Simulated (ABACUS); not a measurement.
# GaP (F-43m) in ABACUS: settings compared

Aim: see how the results for GaP move with the level of theory and the settings. Levels: B86bPBE, rPW86PBE, OLYP. Tasks: single point, relaxation of cell and atoms.

Everything below comes from runs of ABACUS 3.10.1. Logs are shortened: lines on timing, memory, paths and dates and some standing lists are left out, and cuts for length are marked.

**What was measured.**

From “Stacking defects in GaP nanowires: Electronic structure and optical properties”, 2018, arxiv:1810.01194, for a bulk crystal of GaP at 10 K: band gap 2.34 eV (indirect).

The results are compared with them further down.

### 1 Starting point

Symmetry: F-43m, No. 216, cubic system. Conventional cell: a = 5.451 Å, b = 5.451 Å, c = 5.451 Å, α = 90.00°, β = 90.00°, γ = 90.00°. Ga (site symmetry -43m) is surrounded by 4 P at 2.36 Å. P (site symmetry -43m) is surrounded by 4 Ga at 2.36 Å.

### 2 Single point, B86bPBE

Input file INPUT:

```
INPUT_PARAMETERS
suffix              GaP
calculation         scf
basis_type          pw
pseudo_dir          ./
symmetry            1
dft_functional      GGA_X_B86_MGC+GGA_C_PBE
ecutwfc             40
pseudo_rcut         10
nspin               1
nbands              22
ks_solver           dav
smearing_method     fd
smearing_sigma      0.00367493
scf_thr             1e-08
scf_nmax            100
mixing_type         broyden
mixing_beta         0.7
cal_force           1
cal_stress          1
ecutrho             320
out_chg             1
kpar                4
```

Input file STRU:

```
ATOMIC_SPECIES
Ga 69.7230 ga_pbe_v1.4.uspp.F.UPF
P 30.9738 p_pbe_v1.5.uspp.F.UPF

LATTICE_CONSTANT
1.8897261246

LATTICE_VECTORS
0.0000000000 2.7252500000 2.7252500000
2.7252500000 0.0000000000 2.7252500000
2.7252500000 2.7252500000 0.0000000000

ATOMIC_POSITIONS
Direct

Ga
0.0
1
0.0000000000 0.0000000000 0.0000000000 1 1 1

P
0.0
1
0.7500000000 0.7500000000 0.7500000000 1 1 1
```

Input file KPT:

```
K_POINTS
0
Gamma
6 6 6 0 0 0
```

Potentials or basis: GBRV ultrasoft 1.5 PBE, plane waves.

Started as:

```
OMP_NUM_THREADS=1 mpirun -np 4 abacus > log
```

running log:

```text
ABACUS v3.10.1

               Atomic-orbital Based Ab-initio Computation at UStc

 ------------------------------------------------------------------------------------

 READING GENERAL INFORMATION
                           global_out_dir = OUT.GaP/
                           global_in_card = INPUT
                               pseudo_dir = ./
                              orbital_dir =
                                    DSIZE = 4
                                    GSIZE = 1

 READING UNITCELL INFORMATION
                                    ntype = 2
                  lattice constant (Bohr) = 1.88973
              lattice constant (Angstrom) = 1

 READING ATOM TYPE 1
                               atom label = Ga
                      L=0, number of zeta = 1
                      L=1, number of zeta = 1
                      L=2, number of zeta = 1
             number of atom for this type = 1

 READING ATOM TYPE 2
                               atom label = P
                      L=0, number of zeta = 1
                      L=1, number of zeta = 1
                      L=2, number of zeta = 1
             number of atom for this type = 1

                        TOTAL ATOM NUMBER = 2
DIRECT COORDINATES
    atom                   x                   y                   z     mag                  vx                  vy                  vz
taud_Ga1            0.0000000000        0.0000000000        0.0000000000  0.0000        0.0000000000        0.0000000000        0.0000000000
taud_P1            0.7500000000        0.7500000000        0.7500000000  0.0000        0.0000000000        0.0000000000        0.0000000000

                          Volume (Bohr^3) = 273.178
                             Volume (A^3) = 40.4807

 Lattice vectors: (Cartesian coordinate: in unit of a_0)
                   +0            +2.72525            +2.72525
             +2.72525                  +0            +2.72525
             +2.72525            +2.72525                  +0
 Reciprocal vectors: (Cartesian coordinate: in unit of 2 pi/a_0)
            -0.183469           +0.183469           +0.183469
            +0.183469           -0.183469           +0.183469
            +0.183469           +0.183469           -0.183469
 The esolver type has been set to : ksdft_pw

                PAO radial cut off (Bohr) = 10

 Read in pseudopotential file is ga_pbe_v1.4.uspp.F.UPF
                     pseudopotential type = US
          exchange-correlation functional = PBE
                 nonlocal core correction = 1
                        valence electrons = 19
                                     lmax = 2
                           number of zeta = 4
                     number of projectors = 6
                           L of projector = 0
                           L of projector = 0
                           L of projector = 1
                           L of projector = 1
                           L of projector = 2
                           L of projector = 2
 XC functional updated to : GGA_X_B86_MGC+GGA_C_PBE
          exchange-correlation functional = GGA_X_B86_MGC+GGA_C_PBE
                PAO radial cut off (Bohr) = 10

 Read in pseudopotential file is p_pbe_v1.5.uspp.F.UPF
                     pseudopotential type = US
          exchange-correlation functional = PBE
                 nonlocal core correction = 1
                        valence electrons = 5
                                     lmax = 2
                           number of zeta = 2
                     number of projectors = 6
                           L of projector = 0
                           L of projector = 0
                           L of projector = 1
                           L of projector = 1
                           L of projector = 2
                           L of projector = 2
 XC functional updated to : GGA_X_B86_MGC+GGA_C_PBE
          exchange-correlation functional = GGA_X_B86_MGC+GGA_C_PBE
     initial pseudo atomic orbital number = 16

 SETUP THE ELECTRONS NUMBER
            electron number of element Ga = 19
      total electron number of element Ga = 19
             electron number of element P = 5
       total electron number of element P = 5
            AUTOSET number of electrons:  = 24
                           occupied bands = 12
                                   NBANDS = 22
                                   NLOCAL = 18

%%%%%%%%%%%%%%%%%%%%%%%%%%%%%%%%%%%%%%%%%%%%%%%%%%%%%%%%%%%%%%%%%%%%%%%%%%%%%%%%%%%%%%%%%%%%%%%%%%%%%%%%%%
 Warning: the number of valence electrons in pseudopotential > 3 for Ga: [Ar] 3d10 4s2 4p1
 Pseudopotentials with additional electrons can yield (more) accurate outcomes, but may be less efficient.
 If you're confident that your chosen pseudopotential is appropriate, you can safely ignore this warning.
%%%%%%%%%%%%%%%%%%%%%%%%%%%%%%%%%%%%%%%%%%%%%%%%%%%%%%%%%%%%%%%%%%%%%%%%%%%%%%%%%%%%%%%%%%%%%%%%%%%%%%%%%%

 SETUP THE PLANE WAVE BASIS
 energy cutoff for charge/potential (unit:Ry) = 160
            fft grid for charge/potential = [ 30, 30, 30 ]
                        fft grid division = [ 1, 1, 1 ]
        big fft grid for charge/potential = [ 45, 45, 45 ]
                                     nbxx = 91125
                                     nrxx = 27000

 SETUP PLANE WAVES FOR CHARGE/POTENTIAL
                    number of plane waves = 9377
                         number of sticks = 583

 PARALLEL PW FOR CHARGE/POTENTIAL
     PROC   COLUMNS(POT)             PW
        1            583           9377
 --------------- sum -------------------
        1            583           9377
                            number of |g| = 146
                                  max |g| = 14.4069
[... 31 lines left out ...]
                       right hand lattice = 1
                                   NORM_A = 3.85409
                                   NORM_B = 3.85409
                                   NORM_C = 3.85409
                           ALPHA (DEGREE) = 60
                           BETA  (DEGREE) = 60
                           GAMMA (DEGREE) = 60

 The lattice vectors have been changed (STRU_SIMPLE.cif)

(for optimal symmetric configuration:)
                             BRAVAIS TYPE = 3
                     BRAVAIS LATTICE NAME = 03. Cubic F (face-centered)
                                    ibrav = 3
                                    IBRAV = 3
                                  BRAVAIS = FACE CENTERED CUBIC
                       LATTICE CONSTANT A = 5.4505
Original cell was already a primitive cell.
                        ROTATION MATRICES = 48
              PURE POINT GROUP OPERATIONS = 24
                   SPACE GROUP OPERATIONS = 24
                                       C2 = 3
                                       C3 = 8
                                       C4 = 0
                                       C6 = 0
                                       S1 = 6
                                       S3 = 0
                                       S4 = 6
                                       S6 = 0
                              POINT GROUP = T_d
                                       C2 = 3
                                       C3 = 8
                                       C4 = 0
                                       C6 = 0
                                       S1 = 6
                                       S3 = 0
                                       S4 = 6
                                       S6 = 0
               POINT GROUP IN SPACE GROUP = T_d

 SETUP K-POINTS
                                    nspin = 1
                   Input type of k points = Monkhorst-Pack(Gamma)
                                   nkstot = 216
                       right hand lattice = 1
(for reciprocal lattice: )
                             BRAVAIS TYPE = 2
                     BRAVAIS LATTICE NAME = 02. Cubic I (body-centered)
                                    ibrav = 2
                       right hand lattice = 1
(for k-lattice: )
                             BRAVAIS TYPE = 2
                     BRAVAIS LATTICE NAME = 02. Cubic I (body-centered)
                                    ibrav = 2
                       right hand lattice = 1
                        ROTATION MATRICES = 48
                               nkstot_ibz = 16
K-POINTS REDUCTION ACCORDING TO SYMMETRY
     IBZ    DIRECT_X    DIRECT_Y    DIRECT_Z  WEIGHT  ibz2bz
       1  0.00000000  0.00000000  0.00000000  0.0046       0
       2  0.16666667  0.16666667  0.16666667  0.0370       1
       3  0.33333333  0.33333333  0.33333333  0.0370       2
       4  0.50000000  0.50000000  0.50000000  0.0185       3
       5  0.16666667  0.16666667  0.00000000  0.0278       7
       6  0.33333333  0.33333333  0.16666667  0.1111       8
[... 8 lines left out ...]
      15  0.50000000  0.33333333 -0.33333333  0.1111      52
      16  0.50000000  0.33333333 -0.16666667  0.0556      58

                               nkstot now = 16
[... K-POINTS DIRECT COORDINATES: 16 rows ...]

           k-point number in this process = 4
       minimum distributed K point number = 4
[... stars of the k points ...]

[... K-POINTS CARTESIAN COORDINATES: 4 rows ...]

[... K-POINTS DIRECT COORDINATES: 4 rows ...]

 SETUP PLANE WAVES FOR WAVE FUNCTIONS
     energy cutoff for wavefunc (unit:Ry) = 40
              fft grid for wave functions = [ 30, 30, 30 ]
                    number of plane waves = 1459
                         number of sticks = 163

 PARALLEL PW FOR WAVE FUNCTIONS
     PROC   COLUMNS(POT)             PW
        1            163           1459
 --------------- sum -------------------
        1            163           1459

 SETUP NONLOCAL PSEUDOPOTENTIALS IN PLANE WAVE BASIS
 Ga non-local projectors:
 projector 1 L=0
 projector 2 L=0
 projector 3 L=1
 projector 4 L=1
 projector 5 L=2
 projector 6 L=2
 P non-local projectors:
 projector 1 L=0
 projector 2 L=0
 projector 3 L=1
 projector 4 L=1
 projector 5 L=2
 projector 6 L=2
      TOTAL NUMBER OF NONLOCAL PROJECTORS = 36

 Init Non-Local PseudoPotential table :
 Init Non-Local-Pseudopotential done.

                                     npwx = 1211

 Make real space PAO into reciprocal space.
       max mesh points in Pseudopotential = 721
     dq(describe PAO in reciprocal space) = 0.01
                                    max q = 763

 number of pseudo atomic orbitals for Ga is 4
WARNING: norm of atomic wavefunction # 4 of atomic type Ga is 0.999965, renormalized

 number of pseudo atomic orbitals for P is 2
WARNING: norm of atomic wavefunction # 2 of atomic type P is 0.999973, renormalized

 -------------------------------------------
 SELF-CONSISTENT
 -------------------------------------------
                                 init_chg = atomic

 PW ALGORITHM --------------- ION=   1  ELEC=   1--------------------------------

 Density error is 7.47502316317
                          Error Threshold = 0.01
----------------------------------------------------------
     Energy           Rydberg                 eV
----------------------------------------------------------
 E_KohnSham     -426.4330502780      -5801.9192993008
 E_Harris       -499.0415840561      -6789.8090821083
 E_Fermi        0.7446124473         10.1309720844
----------------------------------------------------------
[... 87 lines left out ...]
 Density error is 4.71090903178e-09
                          Error Threshold = 3.73419647612e-09
----------------------------------------------------------
     Energy           Rydberg                 eV
----------------------------------------------------------
 E_KohnSham     -431.1031777893      -5865.4596438420
 E_KS(sigma->0) -431.1031777892      -5865.4596438399
 E_Harris       -431.1044761353      -5865.4773087447
 E_band         -41.4869200566       -564.4585052399
 E_one_elec     -396.5371725593      -5395.1650156158
 E_Hartree      206.7510693811       2812.9926111760
 E_xc           -54.7021709949       -744.2612185007
 E_Ewald        -186.6149036159      -2539.0260208972
 E_entropy(-TS) -0.0000000003        -0.0000000042
 E_descf        0.0000000000         0.0000000000
 E_exx          0.0000000000         0.0000000000
 E_Fermi        0.6275251528         8.5379177168
----------------------------------------------------------

 charge density convergence is achieved
 final etot is -5865.4596438 eV
 EFERMI = 8.5379177168 eV

 STATE ENERGY(eV) AND OCCUPATIONS    NSPIN == 1
 1/4 kpoint (Cartesian) = 0.0000 0.0000 0.0000 (1211 pws)
       1       -86.3319     0.00925926
       2       -86.3319     0.00925926
       3       -86.3319     0.00925926
       4       -6.78577     0.00925926
       5       -6.78577     0.00925926
       6       -6.78577     0.00925926
[... 86 lines left out ...]
      21        21.3266        0.00000
      22        21.4010        0.00000

------------------------------------------------------------------------------------------
 TOTAL-FORCE (eV/Angstrom)
------------------------------------------------------------------------------------------
                       Ga1         0.0000000000         0.0000000000         0.0000000000
                        P1         0.0000000000         0.0000000000         0.0000000000
------------------------------------------------------------------------------------------

----------------------------------------------------------------
 TOTAL-STRESS (KBAR)
----------------------------------------------------------------
        24.7072422723         0.0000000000         0.0000000000
        -0.0000000000        24.7072422723         0.0000000000
        -0.0000000000         0.0000000000        24.7072422723
----------------------------------------------------------------
 TOTAL-PRESSURE: 24.707242 KBAR

 --------------------------------------------
 !FINAL_ETOT_IS -5865.4596438420130653 eV
 --------------------------------------------
```

Run time: 25 s. Hardware: 4 MPI ranks of Intel Xeon Platinum 8488C (Sapphire Rapids), shared host; peak memory 0.64 GiB.

Results:

```
Free energy            : -5865.4596 eV
Pressure               : 2.5 GPa
Band gap on the k mesh : 1.68 eV, indirect (least direct gap 1.82 eV)
```

Caveat: the potentials were made for another functional, which shifts forces and pressure.

### 3 Single point, rPW86PBE

Input file run_abacus.py:

```python
"""ABACUS run from a structure file: ASE reads it, the script writes STRU, KPT and INPUT."""
import re
import subprocess
from ase.io import read
from ase.units import Bohr

atoms = read("POSCAR")
atoms = atoms[(-atoms.numbers).argsort(kind="stable")]  # ABACUS lists atoms element by element
pseudo = {'Ga': 'Ga.upf', 'P': 'P.upf'}
orbital = {}
magmoms = None
kmesh = [6, 6, 6]
params = {
    'suffix': 'GaP',
    'calculation': 'scf',
    'basis_type': 'pw',
    'pseudo_dir': './',
    'symmetry': 1,
    'dft_functional': 'GGA_X_RPW86+GGA_C_PBE',
    'ecutwfc': 81,
    'pseudo_rcut': 10,
    'nspin': 1,
    'nbands': 19,
    'ks_solver': 'dav',
    'smearing_method': 'fd',
    'smearing_sigma': 0.00367493,
    'scf_thr': 1e-08,
    'scf_nmax': 100,
    'mixing_type': 'broyden',
    'mixing_beta': 0.7,
    'cal_force': 1,
    'cal_stress': 1,
    'out_chg': 1,
    'kpar': 4,
}

symbols = atoms.get_chemical_symbols()
elements = list(dict.fromkeys(symbols))
lines = ["ATOMIC_SPECIES"] + [f"{e} {atoms.get_masses()[symbols.index(e)]:.4f} {pseudo[e]}" for e in elements]
if orbital:
    lines += ["", "NUMERICAL_ORBITAL"] + [orbital[e] for e in elements]
lines += ["", "LATTICE_CONSTANT", f"{1 / Bohr:.10f}", "", "LATTICE_VECTORS"]
lines += [" ".join(f"{x:.10f}" for x in v) for v in atoms.cell]
lines += ["", "ATOMIC_POSITIONS", "Direct"]
for e in elements:
    lines += ["", e, "0.0", str(symbols.count(e))]
    for i, p in enumerate(atoms.get_scaled_positions(wrap=False)):
        if symbols[i] == e:
            mag = "" if magmoms is None else " mag " + " ".join(str(x) for x in (magmoms[i] if isinstance(magmoms[i], list) else [magmoms[i]]))
            lines.append(" ".join(f"{x:.10f}" for x in p) + " 1 1 1" + mag)
open("STRU", "w").write("\n".join(lines) + "\n")
open("KPT", "w").write("K_POINTS\n0\nGamma\n%d %d %d 0 0 0\n" % tuple(kmesh))
open("INPUT", "w").write("INPUT_PARAMETERS\n" + "".join(f"{k:<20s}{v}\n" for k, v in params.items()))

done = subprocess.run(['mpirun', '-np', '4', 'abacus'])
if done.returncode:
    raise SystemExit(done.returncode)
log = open("OUT.GaP/running_scf.log").read()
print("final energy (eV):", re.findall(r"FINAL_ETOT_IS (\S+)", log))
```

Input file POSCAR:

```
GaP
1.0
    0.0000000000      2.7252500000      2.7252500000
    2.7252500000      0.0000000000      2.7252500000
    2.7252500000      2.7252500000      0.0000000000
Ga P
1 1
Direct
    0.0000000000      0.0000000000      0.0000000000
    0.7500000000      0.7500000000      0.7500000000
```

Potentials or basis: PseudoDojo NC SR 0.4.1 PBE standard, plane waves.

Started as:

```
OMP_NUM_THREADS=1 python run_abacus.py > log
```

Run time: 5.2 s. Hardware: 4 MPI ranks of Intel Xeon Platinum 8488C (Sapphire Rapids), shared host; peak memory 0.36 GiB.

It converged, with:

```
Free energy            : -2275.0453 eV
Pressure               : 4.9 GPa
Band gap on the k mesh : 1.67 eV, indirect (least direct gap 1.76 eV)
```

Levels at points of the mesh, in eV from the valence-band top:
```
           k point  band 6  band 7  band 8  band 9  band 10  band 11  band 12  band 13
(0.00, 0.00, 0.00)  -12.48    0.00    0.00    0.00     1.76     3.93     3.93     3.93
(0.50, 0.50, 0.50)  -10.43   -6.61   -1.11   -1.11     1.67     4.79     4.79     8.39
(0.50, 0.50, 0.00)   -9.52   -6.78   -2.65   -2.65     1.77     1.87    10.55    10.55
```

Caveat: the potentials were made for another functional, which shifts forces and pressure.

(Part 1 of 2 ends here.)
